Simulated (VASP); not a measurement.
Set up this calculation in VASP 6.6.1, as the native input.

- Task: relaxation of cell and atoms
- Functional: PBE
- Potentials or basis: VASP PAW PBE potentials, release 64 (Ti_sv, O)
- Cutoff: 600 eV
- k mesh: 7 × 7 × 10
- Occupations: gaussian, width 0.02 eV
- Spin: no spin polarisation
- Further INCAR settings: ALGO = Normal; EDIFF = 1e-06; IBRION = 2; EDIFFG = -0.005; NSW = 80; ISIF = 3

The structure of TiO2 lies in POSCAR:

```
TiO2                                    
1.0
    4.6447927350      0.0000000000      0.0000000000
    0.0000000000      4.6447927350      0.0000000000
    0.0000000000      0.0000000000      2.9669017091
  Ti              O             
     2     4
Direct
     0.5000000000000000    0.5000000000000000    0.0000000000000000
     0.0000000000000000    0.0000000000000000    0.5000000000000000
     0.6949785649527677    0.6949785649527677    0.5000000000000000
     0.8050214350472323    0.1949785649527678    1.0000000000000000
     0.1949785649527678    0.8050214350472323    0.0000000000000000
     0.3050214350472322    0.3050214350472322    0.5000000000000000
```

The cell is a database's computed one.

The input as run:

INCAR

```
SYSTEM = TiO2
PREC = Accurate
ENCUT = 600
EDIFF = 1E-6
ISMEAR = 0
SIGMA = 0.02
LREAL = .False.
LASPH = .True.
NELM = 120
ALGO = Normal
ISIF = 3
LWAVE = .False.
LCHARG = .False.
GGA = PE
IBRION = 2
NSW = 80
EDIFFG = -0.005
KPAR = 4
```

KPOINTS

```
regular mesh
0
Gamma
  7 7 10
  0 0 0
```

Potentials or basis: VASP PAW PBE potentials, release 64 (Ti_sv, O).

Run with:

```bash
$ cat potpaw_PBE.64/Ti_sv/POTCAR potpaw_PBE.64/O/POTCAR > POTCAR
$ mpirun -np 4 vasp_std > vasp.out
```

Results of the run:

* Pressure after relaxing: 0.0 GPa
* Largest force after relaxing: 0.005 eV/Å
* Band gap on the k mesh: 1.83 eV, direct

Caveat: the relaxation stopped at its first step, so nothing moved; an odd mesh through Γ misses points on the zone boundary, where band edges often lie.

Run time: 20 s on 4 MPI ranks on Intel(R) Xeon(R) 6975P-C (Granite Rapids), on a shared host, peak memory 0.25 GiB a rank.
